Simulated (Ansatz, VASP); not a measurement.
# One calculation of BN, two programs

```
CELL_PARAMETERS angstrom
2.55394 0.00000 0.00000
-1.27697 2.21178 0.00000
0.00000 0.00000 4.22685
ATOMIC_POSITIONS crystal
B 0.66667 0.33333 0.99972
B 0.33333 0.66667 0.49972
N 0.66667 0.33333 0.62528
N 0.33333 0.66667 0.12528
```

Alike in both runs: task single point; functional PBE; dispersion D3(BJ); k mesh 6 × 6 × 4; occupations gaussian, width 0.1 eV; no spin polarisation.

|  | VASP | Ansatz |
| --- | --- | --- |
| version | VASP 6.6.1 | Ansatz 0.2.0 |
| potentials or method | VASP PAW PBE potentials, release 64 (B, N) | scalar-relativistic, plane waves, PAW |
| plane-wave cutoff (eV) | 520 | 420 |
| valence electrons in the cell | 16 | 16 |

|  | VASP | Ansatz | Ansatz less VASP |
| --- | --- | --- | --- |
| gap on the k mesh at the Fermi level (eV) | 5.20 | 5.21 | +0.017 |
| least direct gap on the mesh (eV) | 8.25 | 8.26 | +0.006 |
| pressure (GPa) | -5.4 | -5.6 | -0.24 |
| largest component of the traceless stress (GPa) | 0.60 | 0.58 | -0.018 |
| rms of the force components (eV/Å) | 0.012 | 0.013 | +0.0011 |

Atom by atom the forces differ by 0.001 eV/Å (rms over components). With one functional, cell and mesh, what is left measures potentials, basis and numerics.

Caveats: the k mesh is coarse (spacing up to 0.47 Å⁻¹), so the values aren't converged. A k mesh can miss the band edges.
